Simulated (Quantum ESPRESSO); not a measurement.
Crystal: KTaO3.

```
Ta K O
1.0
     3.98830    0.00000    0.00000
     0.00000    3.98830    0.00000
     0.00000    0.00000    3.98830
Ta K O
1 1 3
Direct
  0.00000 0.00000 0.00000
  0.50000 0.50000 0.50000
  0.00000 0.00000 0.50000
  0.00000 0.50000 0.00000
  0.50000 0.00000 0.00000
```

Base run:

- Program: Quantum ESPRESSO 7.5
- Functional: PBE
- Potentials or basis: GBRV 1.5 PBE
- Cutoff: 762 eV
- Density cutoff: 6095 eV
- k mesh: 6 × 6 × 6, shifted
- Occupations: fermi-dirac, width 0.05 eV
- Spin: no spin polarisation

Its results: pressure 5.8 GPa; electronic dielectric tensor (diagonal) 5.30.

**Question.** The run is repeated on the same cell with these changes: functional from PBE to PBEsol; potentials or basis from GBRV 1.5 PBE to GBRV 1.5 PBEsol. What comes out?

**Answer.** Pressure -0.1 GPa; electronic dielectric tensor (diagonal) 5.41.

Caveats: the cell is more than 3 GPa from zero pressure, which shifts response properties (some runs).
